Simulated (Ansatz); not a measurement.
# BP (flat sheet): the cost of one run

Program: Ansatz 0.2.0. Level of theory: DFT PBE, scalar-relativistic, plane waves, PAW. These are calculated values, not measurements.

2 further runs of the same task are left out: 2 set aside as unsound or not needed.

### 1 The structure to begin with

Symmetry: P-6m2, No. 187, hexagonal system. The conventional cell has a = 3.214 Å, b = 3.214 Å, c = 23.800 Å, α = 90.00°, β = 90.00°, γ = 120.00°. Around B (site symmetry -6m2) lie 3 P at 1.86 Å. Around P (site symmetry -6m2) lie 3 B at 1.86 Å.

Structure file:

```xyz
2
Lattice="3.2140 0.0000 0.0000 -1.6070 2.7834 0.0000 0.0000 0.0000 23.8000" Properties=species:S:1:pos:R:3 pbc="T T T"
B     0.0000    1.8556    9.0000
P     1.6070    0.9278    9.0000
```

This sheet was relaxed beforehand with the same method; its gap on the mesh is 0.90 eV.

### 2 Next: the zigzag ribbon, N = 4, edge spins started opposed

The ribbon is cut from the relaxed sheet, periodic along c; N counts formula units a period. The edge energy is the mean of both edges over the sheet, -455.8419 eV an atom.

The cell holds 4 B, 4 P: a = 18.300 Å, b = 9.300 Å, c = 3.214 Å, α = 90.00°, β = 90.00°, γ = 90.00°.

### 3 Relaxing it

Pressure and volume refer to the whole cell with its vacuum; only the period along c may change.

input.yaml

```yaml
crystal:
  lattice:
    - [18.3, 0.0, 0.0]
    - [0.0, 9.3, 0.0]
    - [0.0, 0.0, 3.2139964352]
  atoms:
    - { symbol: B, position: [0.2972019992, 0.5, 0.5], spin: 1.0 }
    - { symbol: B, position: [0.4493004998, 0.5, 0.0] }
    - { symbol: B, position: [0.6013990004, 0.5, 0.5] }
    - { symbol: B, position: [0.753497501, 0.5, 0.0], spin: -1.0 }
    - { symbol: P, position: [0.246502499, 0.5, 1.0], spin: 1.0 }
    - { symbol: P, position: [0.3986009996, 0.5, 0.5] }
    - { symbol: P, position: [0.5506995002, 0.5, 0.0] }
    - { symbol: P, position: [0.7027980008, 0.5, 0.5], spin: -1.0 }
basis:
  ecutwfc: 420
kpoints:
  mp_grid: { grid: [1, 1, 17] }
hamiltonian:
  xc: pbe
scf:
  occupations: { method: gaussian, width: 0.05 }
output:
  forces: true
  stress: true
  eigenvalues: true
  populations: true
  write_density: true
  write_potential: true
  elf: true
  volumetric_format: npy
magnetization:
  spin_polarized: true
relax:
  adjacent_minimum: "off"
  f_tol: 0.02
  max_steps: 45
  cell: { fix: [a, b, alpha, beta, gamma], stress_tol: 0.03 }
```

Launch:

```
ansatz run input.yaml --threads 4 --pin off --max-ram 11264MiB --backend cpu --events-out ev --progress --plain --runs-dir out
```

What time and memory should one allow on 4 threads of AMD EPYC 7R43 (Zen 3), shared host?

About 67 s, with a peak of 0.99 GiB.
